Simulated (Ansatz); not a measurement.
# W2C (P-3m1) in Ansatz: reference runs

Reference runs on W2C: the cell as given and a disturbed copy.

All numbers are computed with Ansatz 0.2.0; they aren't measurements. Logs are shortened: lines on timing, memory, paths and dates and some standing lists are left out, and cuts for length are marked.

## 1. The crystal as given

It takes space group P-3m1 (No. 164, trigonal). The conventional cell has a = 3.070 Å, b = 3.070 Å, c = 4.678 Å, α = 90.00°, β = 90.00°, γ = 120.00°. W (site symmetry 3m) has 3 C at 2.13 Å as nearest neighbours. C (site symmetry -3m) is surrounded by 6 W at 2.13 Å.

The cell comes from a database or a generator and needn't be the stable form of this composition.

## 2. Single point, PBE

Contents of input.yaml:

```yaml
crystal:
  lattice:
    - [3.070045642, 0.0, 0.0]
    - [-1.535022821, 2.6587375167, 0.0]
    - [0.0, 0.0, 4.678428]
  atoms:
    - { symbol: W, position: [0.6666666667, 0.3333333333, 0.253669] }
    - { symbol: W, position: [0.3333333333, 0.6666666667, 0.746331] }
    - { symbol: C, position: [0.0, 0.0, 0.0] }
kpoints:
  mp_grid: { grid: [10, 10, 6] }
scf:
  occupations: { method: fermi_dirac, width: 0.05 }
hamiltonian:
  xc: pbe
  pseudopotentials: { kind: all_electron, lapw: { basis_error: 0.001 } }
output:
  forces: true
  stress: true
  eigenvalues: true
  populations: true
```

Potentials or basis: all-electron LAPW, scalar-relativistic.

Started as:

```sh
> ansatz run input.yaml --threads 2 --pin off --max-ram 5120MiB --backend cpu --events-out ev --progress --plain --runs-dir out
```

Output:

```text
Warning: RAYON_NUM_THREADS=2 ignored (pool sized by the plan → 2); use --threads N
W: projections on atomic orbitals take those of the free atom 1s2 2s2 2p6 3s2 3p6 3d10 4s2 4p6 4d10 4f14 5s2 5p6 5d4 6s2, of charge +0.00 (hamiltonian.pseudopotentials.projection_atoms)
C: projections on atomic orbitals take those of the free atom 1s2 2s2 2p2, of charge +0.00 (hamiltonian.pseudopotentials.projection_atoms)
LAPW: plane waves up to 9.689 Å⁻¹, error target 1.0e-3 eV per atom; small_component_spin mean_spin; C in spheres of 0.873 Å, 6 of its electrons in bands, Dirac shells []; W in spheres of 1.260 Å, 44 of its electrons in bands, Dirac shells [] (how accurate: hamiltonian.pseudopotentials.lapw.basis_error, Limitations)
Engine: ansatz 0.2.0, aarch64-unknown-linux-gnu
Pseudopotentials: kind: all_electron
Pseudopotential: W, LAPW, valence charge 44, lapw/all_electron/scalar/gaussian/W, Koelling and Harmon's equation, gaussian nucleus
Pseudopotential: C, LAPW, valence charge 6, lapw/all_electron/scalar/gaussian/C, Koelling and Harmon's equation, gaussian nucleus
Functional definition: PBE
  parameter kappa = 0.804
  parameter beta = 0.06672455060314922
  exchange = pbe_x(kappa = kappa, mu = beta*pi^2/3)
  correlation = pbe_c(beta = beta)
Crystal: 3 atoms, lattice volume = 38.187 Å³
Basis set: ecut = 357.6718786464943 eV, 579 PW (Γ), exchange–correlation at level 2
Bands: 57, of which v1, the nominal top of the filled ones, is band 47 counted from 1 (46 counted from 0)
Symmetry: 12 space group operations
Space group: P-3m1 (ITA 164), of the structure as read, at distance tolerance 3.4e-5 Å
k-points: 72 of 600
Non-local potential: W, projectors of the file, none
Non-local potential: C, projectors of the file, none
Initial density: superposition of atomic densities (chi_scale 0.1, normalization cell, long waves kept (reshape's long-wave potential 0.01 eV rms))
Initial wavefunctions: plane waves of lowest kinetic energy (no species holds an atomic orbital)
Functional: x = pbe(κ = 0.804, μ = 0.2195149727645171), c = pbe(β = 0.06672455060314922)
iter 1 solved again at ethr=6.15e-3 eV; its pass at ethr=1.00e-1 eV (dr2=5.78e0 eV) is discarded
SCF iter   1: F=—  HF=-879443.089334 eV  |F-HF|=—  |Δ(HF+E_count)|=         —  Δρ=1.02e-1  dr2=5.78e0  ethr=6.15e-3  ⟨swp⟩=2.0  Hψ=24951  notcnv=0
preconditioner: auto → Kerker (q_TF=auto, 3.170 Å⁻¹)  [metal: Δε(μ)=0.023 eV  Ē_g=28.990 eV  σ=0.050 eV  W_gap=0.11  n_scr=22 (ndim 8)  ℏωp=45.0 eV  f_vac=0.000  D(μ)=2.17/eV (n_scr^D=22)]
iter 2 solved again at ethr=4.77e-4 eV; its pass at ethr=6.15e-3 eV (dr2=4.48e-1 eV) is discarded
SCF iter   2: F=—  HF=-879441.250807 eV  |F-HF|=—  |Δ(HF+E_count)|=    1.84e0  Δρ=2.93e-2  dr2=4.48e-1  ethr=4.77e-4  ⟨swp⟩=2.0  Hψ=21076  notcnv=0
SCF iter   3: F=—  HF=-879441.207872 eV  |F-HF|=—  |Δ(HF+E_count)|=         —  Δρ=2.22e-2  dr2=2.73e-1  ethr=4.77e-4  ⟨swp⟩=2.0  Hψ=11790  notcnv=0
the basis was enlarged: its passes take 658.6 KiB over the memory plan, 2 of 2 planned eigensolver slots
SCF iter   4: F=—  HF=-879441.193090 eV  |F-HF|=—  |Δ(HF+E_count)|=   1.48e-2  Δρ=8.11e-3  dr2=3.66e-2  ethr=2.91e-4  ⟨swp⟩=2.0  Hψ=11826  notcnv=0
SCF iter   5: F=—  HF=-879441.173667 eV  |F-HF|=—  |Δ(HF+E_count)|=   1.94e-2  Δρ=2.50e-3  dr2=1.80e-3  ethr=3.90e-5  ⟨swp⟩=2.7  Hψ=12487  notcnv=0
SCF iter   6: F=—  HF=-879441.174111 eV  |F-HF|=—  |Δ(HF+E_count)|=   4.44e-4  Δρ=8.60e-4  dr2=2.75e-4  ethr=1.92e-6  ⟨swp⟩=2.0  Hψ=12043  notcnv=0
SCF iter   7: F=—  HF=-879441.174119 eV  |F-HF|=—  |Δ(HF+E_count)|=   8.60e-6  Δρ=2.90e-4  dr2=5.10e-5  ethr=2.92e-7  ⟨swp⟩=2.0  Hψ=12045  notcnv=0
SCF iter   8: F=—  HF=-879441.174103 eV  |F-HF|=—  |Δ(HF+E_count)|=   1.64e-5  Δρ=7.98e-5  dr2=1.96e-6  ethr=5.42e-8  ⟨swp⟩=2.7  Hψ=12195  notcnv=0
SCF iter   9: F=—  HF=-879441.174102 eV  |F-HF|=—  |Δ(HF+E_count)|=   7.28e-7  Δρ=3.69e-5  dr2=5.43e-7  ethr=2.09e-9  ⟨swp⟩=2.3  Hψ=12065  notcnv=0
SCF iter  10: F=-879441.174102 eV  HF=-879441.174102 eV  |F-HF|=6.03e-8  |Δ(HF+E_count)|=  4.66e-10  Δρ=1.78e-5  dr2=9.77e-8  ethr=5.78e-10  ⟨swp⟩=2.7  Hψ=12250  notcnv=0
SCF 1 converged in 10 iterations: F = -879441.174102 eV  dr2 = 9.77e-8
SCF converged after 10 iterations
Free energy (F): -879441.174102 eV
Harris-Foulkes:  -879441.174102 eV  (|F-HF|=6.03e-8)
Internal energy: -879441.155443 eV  (E = F + TS)
E sigma→0 (E₀):  -879441.164773 eV
Entropy (-TS):   -0.018659 eV (-6.220 meV/atom)
Fermi energy:    26.783020 eV
--- Per-component energies (eV) ---
  E_band       = -9379.074373
  E_kinetic    = 984797.973000
  E_xc         = -17814.011587
  E_electrostatic = -1846425.116856  (all electrons and nuclei)
  E_smearing   = -0.018659  (= −TS)
  E_closure    = 0.000000  (closes the sum)
  E_atoms      = -879409.210070  (free atoms, spherical and without spin; not in F)
  Σ components = -879441.174102   (vs F -879441.174102, Δ=0.00e0)
  Basis errors (estimates in eV, not in F): energy 3.8e-4 per atom: plane waves 3.4e-4 (1.9e-4 summed), levels above the bands 2.5e-104, relativity 6.5e-8, radial functions 3.8e-5, core shells 3.5e-7; eigenvalues (radial functions only) 7.0e-6; not estimated: angular momenta, meshes, grids; target (lapw.basis_error) 1.0e-3; muffin-tin radii C 0.873 Å, W 1.260 Å
--- Forces (eV/Å), atoms counted from 1 ---
  atom   1  W      0.00000000     0.00000000     0.00862792
  atom   2  W      0.00000000    -0.00000000    -0.00862792
  atom   3  C     -0.00000000    -0.00000000     0.00000000
  max |Σ_I F_I| component: 7.40e-17 eV/Å
--- Stress (GPa, compression-positive) ---
       -2.102197       0.000000      -0.000000
        0.000000      -2.102197       0.000000
       -0.000000       0.000000      -0.957070
  P = ⅓ Tr σ = -1.7205 GPa (-17.205 kbar)
--- Band table (eV; the first three rows and the last of 72) ---
  k-point 0: bands = ["-391.9186", "-391.9186", "-391.9186", "-391.9186", "-391.9140", "-391.9140", "-240.1217", "-206.9795", "-206.9795", "-206.9795", "-206.9795", "-206.9748", "-206.9748", "-206.9688", "-206.9688", "-206.9688", "-206.9688", "-47.9364", "-47.8605", "-12.6469", "-12.0445", "-12.0445", "-11.9093", "-11.9093", "-11.7592", "-2.1652", "-2.1628", "-2.1544", "-2.1483", "-2.1483", "-2.1439", "-2.1439", "-2.1421", "-2.1421", "-2.1392", "-2.1373", "-2.1360", "-2.1282", "-2.1282", "12.2130", "18.4150", "21.3962", "21.3962", "22.8304", "25.3391", "25.4618", "25.4618", "25.7394", "25.7394", "27.3652", "27.3652", "28.3698", "33.5597", "34.2113", "34.2113", "37.1923", "40.2061"]
  k-point 1: bands = ["-391.9186", "-391.9186", "-391.9186", "-391.9186", "-391.9140", "-391.9140", "-240.1217", "-206.9795", "-206.9795", "-206.9795", "-206.9795", "-206.9748", "-206.9748", "-206.9688", "-206.9688", "-206.9688", "-206.9688", "-47.9314", "-47.8656", "-12.5909", "-12.0356", "-12.0356", "-11.9183", "-11.9183", "-11.8223", "-2.1658", "-2.1632", "-2.1526", "-2.1517", "-2.1517", "-2.1451", "-2.1451", "-2.1391", "-2.1387", "-2.1387", "-2.1374", "-2.1368", "-2.1269", "-2.1269", "12.3416", "18.2447", "21.3049", "21.3049", "22.9142", "25.0324", "25.1596", "25.1596", "26.0809", "26.0809", "27.8208", "27.8208", "28.8663", "32.6802", "33.5016", "33.5016", "37.8977", "39.6193"]
  k-point 2: bands = ["-391.9186", "-391.9186", "-391.9186", "-391.9186", "-391.9140", "-391.9140", "-240.1217", "-206.9795", "-206.9795", "-206.9795", "-206.9795", "-206.9748", "-206.9748", "-206.9688", "-206.9688", "-206.9688", "-206.9688", "-47.9176", "-47.8795", "-12.4358", "-12.0116", "-12.0116", "-11.9915", "-11.9426", "-11.9426", "-2.1664", "-2.1643", "-2.1543", "-2.1543", "-2.1498", "-2.1498", "-2.1485", "-2.1394", "-2.1387", "-2.1378", "-2.1324", "-2.1324", "-2.1257", "-2.1257", "12.6238", "17.8661", "21.1465", "21.1465", "23.2105", "24.4571", "24.6998", "24.6998", "27.0337", "27.0337", "28.4341", "28.4341", "29.7161", "31.5609", "32.1313", "32.1313", "37.6051", "40.2907"]
  k-point 71: bands = ["-391.9186", "-391.9186", "-391.9186", "-391.9186", "-391.9140", "-391.9140", "-240.1217", "-206.9795", "-206.9795", "-206.9795", "-206.9795", "-206.9748", "-206.9748", "-206.9688", "-206.9688", "-206.9688", "-206.9688", "-47.8679", "-47.8674", "-12.5065", "-12.4989", "-12.3100", "-12.2924", "-11.9247", "-11.9237", "-2.1587", "-2.1585", "-2.1489", "-2.1482", "-2.1462", "-2.1441", "-2.1433", "-2.1432", "-2.1416", "-2.1408", "-2.1382", "-2.1377", "-2.1359", "-2.1347", "14.2104", "19.3293", "19.6018", "21.0688", "23.8084", "23.9824", "24.0446", "26.1319", "27.0013", "28.0362", "29.7781", "30.3216", "31.9458", "32.8360", "33.4871", "34.0215", "37.8157", "38.4642"]
--- Löwdin populations: 3 sites ---
  site symbol       q [e]
     0      W     73.5477
     1      W     73.5477
     2      C      6.7075
  spilling = 0.001280 (of n_electrons = 154.000000)
```

It took 34 s on 2 threads of Arm Neoverse V1, shared host; peak memory 0.61 GiB.

What came out:

```yaml
Free_energy: -879441.1741 eV
Pressure: -1.7 GPa
Largest_force: 0.009 eV/Å
Band_gap_on_the_k_mesh: none (metal or under the smearing width)
Loewdin_charges: W +0.45; C -0.71 e
```

Forces in eV/Å, atoms in the order of the input:
```
W    0.000  0.000  0.009
W    0.000  0.000 -0.009
C    0.000  0.000  0.000
```

Caveat: the atomic charges don't sum to the cell's charge.

## 3. Single point, PBE (atoms moved at random, drawn with an rms of 0.05 Å)

Edit input.yaml of step 2 so:

```diff
@@ -6,5 +6,5 @@
   atoms:
-    - { symbol: W, position: [0.6666666667, 0.3333333333, 0.253669] }
-    - { symbol: W, position: [0.3333333333, 0.6666666667, 0.746331] }
-    - { symbol: C, position: [0.0, 0.0, 0.0] }
+    - { symbol: W, position: [0.675766, 0.345604, 0.247772] }
+    - { symbol: W, position: [0.317557, 0.656259, 0.743547] }
+    - { symbol: C, position: [-0.000122, 0.003677, -0.001364] }
 kpoints:
```

Potentials or basis: all-electron LAPW, scalar-relativistic.

Started as:

```sh
> ansatz run input.yaml --threads 2 --pin off --max-ram 5120MiB --backend cpu --events-out ev --progress --plain --runs-dir out
```

Run time: 5.4 min. Hardware: 2 threads of Arm Neoverse V1, shared host; peak memory 1.6 GiB.

The run converged. Its results:

| Quantity | Value |
| --- | --- |
| Free energy | -879441.1593 eV |
| Pressure | -0.9 GPa |
| Largest force | 0.445 eV/Å |
| Band gap on the k mesh | none (metal or under the smearing width) |
| Loewdin charges | W +0.45; C -0.71 e |

Forces in eV/Å, atoms in the order of the input:
```
W   -0.118 -0.232  0.361
W    0.188  0.343 -0.143
C   -0.070 -0.111 -0.218
```

Stress tensor (GPa, compression positive):
```
-2.19 -0.52 -1.21
-0.52 -0.37 -2.03
-1.21 -2.03 -0.17
```

Levels at points of the mesh, in eV from the Fermi level:
```tsv
k point	band 43	band 44	band 45	band 46	band 47	band 48	band 49	band 50	band 51	band 52
(0.00, 0.00, 0.00)	-5.42	-3.93	-1.60	-1.34	-1.22	-1.13	-0.84	0.39	0.89	1.68
(0.00, 0.00, -0.50)	-5.67	-3.14	-2.82	-2.29	-2.21	0.93	1.13	1.61	1.71	3.38
(0.00, -0.50, 0.00)	-5.64	-5.41	-3.38	-1.61	1.42	2.13	2.56	3.08	3.26	3.52
(0.00, -0.50, -0.50)	-5.21	-4.13	-2.64	-2.33	-0.39	0.19	2.03	2.62	2.79	3.17
(-0.50, 0.00, 0.00)	-5.79	-5.32	-3.36	-1.88	1.37	2.56	2.62	2.97	3.21	3.70
(-0.50, 0.00, -0.50)	-5.37	-4.05	-2.54	-2.48	-0.37	0.64	2.04	2.61	2.89	3.22
(-0.50, -0.50, 0.00)	-5.70	-5.37	-3.37	-1.73	1.38	2.30	2.58	3.03	3.18	3.65
(-0.50, -0.50, -0.50)	-5.26	-4.10	-2.60	-2.41	-0.36	0.40	2.02	2.61	2.84	3.20
```

Caveat: the atomic charges don't sum to the cell's charge. The run has no spin-orbit coupling, so splittings on W are missing.
